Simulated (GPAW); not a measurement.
# CdTe (F-43m) in GPAW: settings compared, part 3 of 3

GPAW 26.7.0.

## Step 5: Band structure, r2SCAN, spin-orbit coupling, no magnetisation

Contents of run.py:

```python
import numpy as np
from ase.dft.bandgap import bandgap
from ase.io import read, write
from ase.units import GPa
from gpaw import GPAW, PW
from gpaw.spinorbit import soc_eigenstates

atoms = read('CdTe.xyz')

calc = GPAW(mode=PW(600),
            xc='MGGA_X_R2SCAN+MGGA_C_R2SCAN',
            kpts={'size': (6, 6, 6), 'gamma': True},
            occupations={'name': 'fermi-dirac', 'width': 0.05},
            nbands=18,
            convergence={'density': 1e-05, 'energy': 1e-05},
            maxiter=150,
            txt='gpaw.txt')
atoms.calc = calc
energy = atoms.get_potential_energy()
forces = atoms.get_forces()
stress = atoms.get_stress()
calc.write('gs.gpw')
write('result.traj', atoms)
print(f'Energy: {energy:.6f} eV')
print('Forces (eV/A):')
print(forces.round(4))
print('Stress (GPa):', (stress / GPa).round(3))
print('Fermi level:', round(calc.get_fermi_level(), 4), 'eV')
print(f'Gap: {bandgap(calc)[0]:.4f} eV, direct: {bandgap(calc, direct=True)[0]:.4f} eV')

path = atoms.cell.bandpath('GXWKGLUWLK,UX', npoints=60, eps=1e-4)
bs_calc = calc.fixed_density(kpts=path, symmetry='off', nbands=31,
                             convergence={'bands': 'CBM+6.0', 'eigenstates': 1e-6}, txt='bands.txt')
bs = bs_calc.band_structure()
bs.write('bs.json')
print(f'Gap on the path: {bandgap(bs_calc)[0]:.4f} eV')

soc = soc_eigenstates(bs_calc, theta=0, phi=0, ignore_xc_potential=True)
np.savetxt('soc_bands.dat', soc.eigenvalues(), fmt='%.4f')
mesh = soc_eigenstates('gs.gpw', theta=0, phi=0, ignore_xc_potential=True)
np.savetxt('soc_mesh.dat', mesh.eigenvalues(), fmt='%.4f')
print('Fermi level with spin-orbit coupling:', round(mesh.fermi_level, 4), 'eV')
```

Contents of CdTe.xyz:

```xyz
2
Lattice="0.0000000000 3.2050000000 3.2050000000 3.2050000000 0.0000000000 3.2050000000 3.2050000000 3.2050000000 0.0000000000" Properties=species:S:1:pos:R:3 pbc="T T T"
Te     4.8075000000      4.8075000000      4.8075000000
Cd     0.0000000000      0.0000000000      0.0000000000
```

Potentials or basis: GPAW PAW data sets (gpaw-data 1.2.1), pw.

The run is started by

```
> OMP_NUM_THREADS=1 python run.py
```

gpaw.txt:

```text
__  _  _
 | _ |_)|_||  |
 |__||  | ||/\| - 26.7.0

Input parameters:
  mode=PW(ecut=600.0),
  convergence={'density': 1e-05, 'energy': 1e-05},
  kpts=MonkhorstPack(size=(6, 6, 6), gamma=True),
  maxiter=150,
  nbands=18,
  occupations=Occupations(name='fermi-dirac', width=0.05),
  xc=XC(name='MGGA_X_R2SCAN+MGGA_C_R2SCAN')

Diagonalizing LCAO Hamiltonian
Converting LCAO to pw mode

                      Te

       Cd

Atoms  # Å, Bohr magnetons
|   | symbol |        x |        y |        z |    initial magnetic moments |
|---|--------|----------|----------|----------|-----------------------------|
| 0 |     Te | 4.807500 | 4.807500 | 4.807500 | ( 0.0000,  0.0000,  0.0000) |
| 1 |     Cd | 0.000000 | 0.000000 | 0.000000 | ( 0.0000,  0.0000,  0.0000) |

Unit cell  # Å
| periodic |        x |        y |        z |  lengths |    angles |
|----------|----------|----------|----------|----------|-----------|
|      yes | 0.000000 | 3.205000 | 3.205000 | 4.532554 | 60.000000 |
|      yes | 3.205000 | 0.000000 | 3.205000 | 4.532554 | 60.000000 |
|      yes | 3.205000 | 3.205000 | 0.000000 | 4.532554 | 60.000000 |

Number of symmetries: 24
Symmetry operations  # r_c * U_cc + t_c -> r_c
|    | kind |            matrix            |
|----|------|------------------------------|
|  0 |  E   |  1, 0, 0,  0, 1, 0,  0, 0, 1 |
|  1 |  σ   |  1, 0, 0,  0, 0, 1,  0, 1, 0 |
|  2 |  σ   |  1, 0,-1,  0, 1,-1,  0, 0,-1 |
|  3 |  C3  |  1, 0,-1,  0, 0,-1,  0, 1,-1 |
|  4 |  C3  |  1,-1, 0,  0,-1, 1,  0,-1, 0 |
|  5 |  σ   |  1,-1, 0,  0,-1, 0,  0,-1, 1 |
|  6 |  σ   |  0, 1, 0,  1, 0, 0,  0, 0, 1 |
|  7 |  C3  |  0, 1, 0,  0, 0, 1,  1, 0, 0 |
|  8 |  C2  |  0, 1,-1,  1, 0,-1,  0, 0,-1 |
|  9 |  S4  |  0, 1,-1,  0, 0,-1,  1, 0,-1 |
| 10 |  C3  |  0, 0, 1,  1, 0, 0,  0, 1, 0 |
| 11 |  σ   |  0, 0, 1,  0, 1, 0,  1, 0, 0 |
| 12 |  S4  |  0, 0,-1,  1, 0,-1,  0, 1,-1 |
| 13 |  C3  |  0, 0,-1,  0, 1,-1,  1, 0,-1 |
| 14 |  S4  |  0,-1, 1,  1,-1, 0,  0,-1, 0 |
| 15 |  C2  |  0,-1, 1,  0,-1, 0,  1,-1, 0 |
| 16 |  C3  |  0,-1, 0,  1,-1, 0,  0,-1, 1 |
| 17 |  S4  |  0,-1, 0,  0,-1, 1,  1,-1, 0 |
| 18 |  S4  | -1, 1, 0, -1, 0, 1, -1, 0, 0 |
| 19 |  C3  | -1, 1, 0, -1, 0, 0, -1, 0, 1 |
| 20 |  C3  | -1, 0, 1, -1, 1, 0, -1, 0, 0 |
| 21 |  S4  | -1, 0, 1, -1, 0, 0, -1, 1, 0 |
| 22 |  σ   | -1, 0, 0, -1, 1, 0, -1, 0, 1 |
| 23 |  C2  | -1, 0, 0, -1, 0, 1, -1, 1, 0 |

BZ-sampling:
  Number of BZ points: 216
  Number of IBZ points: 16

  Monkhorst-Pack size: [6, 6, 6]
  Monkhorst-Pack shift: [0.08333333333333333, 0.08333333333333333, 0.08333333333333333]

K-points  # in reciprocal-cell coordinates
|     |                                coordinates |     weight |
[... 79 lines left out ...]
    |   5p |  0.000 |      -1.186 |    1.228 |
    |   4d | 10.000 |     -11.739 |    1.164 |
    |    s |        |      21.556 |    1.191 |
    |    p |        |      26.026 |    1.228 |
    |    d |        |      15.473 |    1.164 |

    Using partial waves for Cd as LCAO basis

Reference energy: -336963.801770  # eV

eigensolver:
  PPCG
  Converge bands: occupied
  niter=2

density mixing:
  MSR1-Mixer
  Pratt-step length: 0.05
  Maximum mixing coefficient: 0.75
  Old densities: 10
  SVD Regularization: 0.005
  Good broyden scale: 1.0
  Trust region scale: 1.0
  Backstep threshold: 4.0
  History deletion threshold: 6.0
  Fourier metric: weight=20.0, sigma=0.015

occupation numbers:
  Fermi-Dirac:
    width: 0.0500  # eV

poisson solver:
  ecut: 4800.0  # eV

xc functional:
  name: MGGA_X_R2SCAN+MGGA_C_R2SCAN with 2 nearest neighbor stencil

convergence criteria:
- Maximum integral of absolute [dens]ity change: 1e-05 electrons / valence electron
- Maximum [total energy] change in last 3 cyles: 1e-05 eV / valence electron
- Maximum integral of absolute [eigenst]ate change: 4e-08 eV^2 / valence electron
maximum number of iterations: 150

SCF iterations
|iter     | |      energy | eigst |  dens |
|---------|-|-------------|-------|-------|
|iter:   1| |  -36.208625 | -0.31 |       |
|iter:   2| |  -34.390240 | -1.23 | -1.31 |
|iter:   3| |  -34.465187 | -1.70 | -1.27 |
|iter:   4| |  -34.355446 | -2.53 | -1.28 |
|iter:   5| |  -34.340576 | -2.96 | -1.59 |
|iter:   6| |  -34.342315 | -3.79 | -2.32 |
|iter:   7| |  -34.342308 | -5.00 | -2.90 |
|iter:   8| |  -34.342312c| -6.41 | -3.67 |
|iter:   9| |  -34.342313c| -7.58c| -4.23 |
|iter:  10| |  -34.342313c| -7.59c| -4.72 |
|iter:  11| |  -34.342313c| -8.68c| -5.54c|

Converged in 11 steps
Energy contributions relative to reference atoms: (reference = -336963.801770)

Energy contributions:
  Kinetic:          25.510766
  Coulomb:         -22.499322
  Zero:             -0.009533
  External:          0.000000
  Xc:              -37.344223
  Entropy:          -0.000000
  Spinorbit:         0.000000
  ----------------------------
  Free energy:     -34.342313
  Extrapolated:    -34.342313

dipole moment: (-16.419461, -16.419461, -16.419461)  # |e|*Ang

Fermi level: 4.563
Eigenvalues  # (at kpt = [0.000, 0.000, 0.000])
| band index |      eig [eV] | occ [0-2] |
|------------|---------------|-----------|
|          0 |        -7.877 |     2.000 |
|          1 |        -4.801 |     2.000 |
|          2 |        -4.801 |     2.000 |
|          3 |        -4.801 |     2.000 |
|          4 |        -4.481 |     2.000 |
|          5 |        -4.481 |     2.000 |
[... 10 lines left out ...]
|         16 |        14.511 |     0.000 |
|         17 |        14.511 |     0.000 |

Gap: 1.372 eV
Transition (v -> c):
  (s=0, k=0, n=8, [0.00, 0.00, 0.00]) -> (s=0, k=0, n=9, [0.00, 0.00, 0.00])
No difference between direct/indirect transitions

Forces  # eV/Ang
|       x |       y |       z |
|---------|---------|---------|
| 0.00000 | 0.00000 | 0.00000 |  # Te   0
| 0.00000 | 0.00000 | 0.00000 |  # Cd   1

Stress tensor  # eV/Ang^3
|         x |         y |         z |
|-----------|-----------|-----------|
| -0.018140 |  0.000000 |  0.000000 |
|  0.000000 | -0.018140 |  0.000000 |
|  0.000000 |  0.000000 | -0.018140 |

# Writing to gs.gpw (mode='')
```

stdout:

```text
Energy: -34.342313 eV
Forces (eV/A):
[[0. 0. 0.]
 [0. 0. 0.]]
Stress (GPa): [-2.906 -2.906 -2.906  0.     0.     0.   ]
Fermi level: 4.5628 eV
Gap: 1.3722 eV, direct: 1.3722 eV
Gap on the path: 1.3722 eV
Fermi level with spin-orbit coupling: 4.7067 eV
```

bands.txt:

```text
Diagonalizing LCAO Hamiltonian
Converting LCAO to pw mode
convergence criteria:
- Maximum integral of absolute [eigenst]ate change: 1e-06 eV^2 / valence electron
maximum number of iterations: 150

SCF iterations
|iter     | |      energy | eigst |  dens |
|---------|-|-------------|-------|-------|
[... 65 lines left out ...]
         [0.42857143, 0.42857143, 0.64285714],
         [0.41071429, 0.41071429, 0.67857143],
         [0.39285714, 0.39285714, 0.71428571],
         [0.375     , 0.375     , 0.75      ],
         [0.625     , 0.25      , 0.625     ],
         [0.59375   , 0.1875    , 0.59375   ],
         [0.5625    , 0.125     , 0.5625    ],
         [0.53125   , 0.0625    , 0.53125   ],
         [0.5       , 0.        , 0.5       ]])),
  maxiter=150,
  nbands=31,
  occupations=Occupations(name='fermi-dirac', width=0.05),
  symmetry=Symmetry(point_group=False, time_reversal=False),
  xc=XC(name='MGGA_X_R2SCAN+MGGA_C_R2SCAN')
```

It took 66 s on 1 thread of AMD EPYC 9R45 (Zen 5), shared host; peak memory 0.44 GiB.

Results:

| Item | Value |
| --- | --- |
| Free energy | -34.3423 eV |
| Pressure | 2.9 GPa |
| Band gap on the k mesh | 1.06 eV, direct |
| Band gap along the path | 1.07 eV, direct |

Levels at the corners of the path, in eV from the valence-band top:
| point | band 14 | band 15 | band 16 | band 17 | band 18 | band 19 | band 20 | band 21 | band 22 | band 23 |
| --- | --- | --- | --- | --- | --- | --- | --- | --- | --- | --- |
| Γ | -0.93 | 0.00 | 0.00 | 0.00 | 0.00 | 1.07 | 1.07 | 4.44 | 4.44 | 4.81 |
| X | -4.86 | -2.54 | -2.54 | -2.17 | -2.17 | 2.50 | 2.50 | 2.68 | 2.68 | 9.14 |
| W | -4.57 | -3.16 | -2.66 | -2.66 | -2.63 | 4.22 | 4.63 | 4.66 | 4.72 | 5.71 |
| K | -4.62 | -3.29 | -2.97 | -1.99 | -1.96 | 2.88 | 2.90 | 4.51 | 4.71 | 7.54 |
| Γ | -0.93 | 0.00 | 0.00 | 0.00 | 0.00 | 1.07 | 1.07 | 4.44 | 4.44 | 4.81 |
| L | -5.04 | -1.45 | -1.45 | -0.88 | -0.88 | 1.96 | 1.96 | 5.19 | 5.19 | 5.34 |
| U | -4.62 | -3.29 | -2.97 | -1.99 | -1.96 | 2.88 | 2.90 | 4.51 | 4.71 | 7.54 |
| W | -4.57 | -3.16 | -2.66 | -2.66 | -2.63 | 4.22 | 4.63 | 4.66 | 4.72 | 5.71 |
| L | -5.04 | -1.45 | -1.45 | -0.88 | -0.88 | 1.96 | 1.96 | 5.19 | 5.19 | 5.34 |
| K | -4.62 | -3.29 | -2.97 | -1.99 | -1.96 | 2.88 | 2.90 | 4.51 | 4.71 | 7.54 |
| U | -4.62 | -3.29 | -2.97 | -1.99 | -1.96 | 2.88 | 2.90 | 4.51 | 4.71 | 7.54 |
| X | -4.86 | -2.54 | -2.54 | -2.17 | -2.17 | 2.50 | 2.50 | 2.68 | 2.68 | 9.14 |

Caveat: spin-orbit coupling was added after a scalar SCF, so levels and gaps hold it while energy, forces, pressure and moments don't; this program's spin-orbit splittings come out too wide for heavy elements; the PAW data sets were made with another functional, which shifts forces and pressure a little.

## Step 6: Band structure, r4SCAN, spin-orbit coupling, no magnetisation

run.py, as its differences from that of step 5:

```diff
@@ -2,3 +2,4 @@
 from ase.dft.bandgap import bandgap
-from ase.io import read, write
+from ase.io import write
+from ase.spacegroup import crystal
 from ase.units import GPa
@@ -7,6 +8,13 @@
 
-atoms = read('CdTe.xyz')
+# Te 4c
+# Cd 4a
+atoms = crystal(['Te', 'Cd'],
+                basis=[[0.25, 0.25, 0.25],
+                       [0.0, 0.0, 0.0]],
+                spacegroup=216, setting=1,  # F-43m
+                cellpar=[6.41, 6.41, 6.41, 90.0, 90.0, 90.0],
+                primitive_cell=True)
 
 calc = GPAW(mode=PW(600),
-            xc='MGGA_X_R2SCAN+MGGA_C_R2SCAN',
+            xc='MGGA_X_R4SCAN+MGGA_C_R2SCAN',
             kpts={'size': (6, 6, 6), 'gamma': True},
@@ -37,5 +45,5 @@
 
-soc = soc_eigenstates(bs_calc, theta=0, phi=0, ignore_xc_potential=True)
+soc = soc_eigenstates(bs_calc, theta=90, phi=0, ignore_xc_potential=True)
 np.savetxt('soc_bands.dat', soc.eigenvalues(), fmt='%.4f')
-mesh = soc_eigenstates('gs.gpw', theta=0, phi=0, ignore_xc_potential=True)
+mesh = soc_eigenstates('gs.gpw', theta=90, phi=0, ignore_xc_potential=True)
 np.savetxt('soc_mesh.dat', mesh.eigenvalues(), fmt='%.4f')
```

Potentials or basis: GPAW PAW data sets (gpaw-data 1.2.1), pw.

The run is started by

```
> OMP_NUM_THREADS=1 python run.py
```

It took 69 s on 1 thread of AMD EPYC 9R45 (Zen 5), shared host; peak memory 0.44 GiB.

It converged, with:

| Quantity | Value |
| --- | --- |
| Free energy | -48.7549 eV |
| Pressure | 2.3 GPa |
| Band gap on the k mesh | 0.86 eV, direct |
| Band gap along the path | 0.86 eV, direct |

Levels at the corners of the path, in eV from the valence-band top:
```csv
point,band 15,band 16,band 17,band 18,band 19,band 20,band 21,band 22
Γ,0.00,0.00,0.00,0.00,0.86,0.86,4.36,4.36
X,-2.55,-2.55,-2.18,-2.18,2.43,2.43,2.60,2.60
W,-3.18,-2.68,-2.67,-2.64,4.12,4.57,4.59,4.67
K,-3.30,-2.98,-2.00,-1.97,2.79,2.82,4.44,4.64
Γ,0.00,0.00,0.00,0.00,0.86,0.86,4.36,4.36
L,-1.46,-1.46,-0.88,-0.88,1.82,1.82,5.13,5.13
U,-3.30,-2.98,-2.00,-1.97,2.79,2.82,4.44,4.64
W,-3.18,-2.68,-2.67,-2.64,4.12,4.57,4.59,4.67
L,-1.46,-1.46,-0.88,-0.88,1.82,1.82,5.13,5.13
K,-3.30,-2.98,-2.00,-1.97,2.79,2.82,4.44,4.64
U,-3.30,-2.98,-2.00,-1.97,2.79,2.82,4.44,4.64
X,-2.55,-2.55,-2.18,-2.18,2.43,2.43,2.60,2.60
```

Caveat: spin-orbit coupling was added after a scalar SCF, so levels and gaps hold it while energy, forces, pressure and moments don't; this program's spin-orbit splittings come out too wide for heavy elements; the PAW data sets were made with another functional, which shifts forces and pressure a little.

## Step 7: The runs side by side

```tsv
task	level	potentials or basis	spin	band path	band points	eigensolver	spin axis theta (degrees)	spin axis phi (degrees)	gap on the mesh (eV)	pressure (GPa)
band structure	LDA	PAW data sets generated in the run's folder for this functional, pw	off	GXWKGLUWLK,UX	60	-	-	-	0.61	-0.4
equation of state	revPBE+D4	the program's PAW data sets (release 1.2.1) made for this functional, pw	off	-	-	-	-	-	-	-
equation of state	BLYP	PAW data sets generated in the run's folder for this functional, pw	off	-	-	davidson	-	-	-	-
band structure	r2SCAN	GPAW PAW data sets (gpaw-data 1.2.1), pw	SOC, no magnetisation	GXWKGLUWLK,UX	60	-	0	0	1.06	2.9
band structure	r4SCAN	GPAW PAW data sets (gpaw-data 1.2.1), pw	SOC, no magnetisation	GXWKGLUWLK,UX	60	-	90	0	0.86	2.3
```

Alike in all rows: cell as given; k mesh 6 × 6 × 6; cutoff (eV) 600; smearing fermi-dirac 0.05 eV.

Caveats: spin-orbit coupling was added after a scalar SCF, so levels and gaps hold it while energy, forces, pressure and moments don't (some runs); this program's spin-orbit splittings come out too wide for heavy elements (some runs); the PAW data sets were made with another functional, which shifts forces and pressure a little (some runs); spin-orbit coupling is left out, which moves the levels of the heavy elements (some runs).

Absolute energies hang on the potentials; compare differences alone.

## Step 8: Against experiment

Step 2. A measured gap of CdTe is 1.607 eV (0 K; a printed reference work, data compilation); the calculated 0.61 eV misses it by -1.00 eV. Spin-orbit coupling on Cd, Te is left out. The value is that of LDA, without temperature or zero-point motion. Semilocal functionals fall short of measured gaps as a rule.

Step 3. A measured bulk modulus of CdTe is 42 GPa (powder; quoted in “Multiscale insight into the Cd1-xZnxTe vibrational-mechanical properties -- High-pressure experiments and ab initio calculations”, 2023, arxiv:2306.14539); the calculated 40 GPa misses it by -4.9 %. The fit is for a static lattice scaled at fixed shape and fixed fractional positions.

Step 5. A measured gap of CdTe is 1.607 eV (0 K; a printed reference work, data compilation); the calculated 1.07 eV misses it by -0.54 eV. The value is that of r2SCAN, without temperature or zero-point motion.

Step 6. A measured gap of CdTe is 1.607 eV (0 K; a printed reference work, data compilation); the calculated 0.86 eV misses it by -0.75 eV. The value is that of r4SCAN, without temperature or zero-point motion.
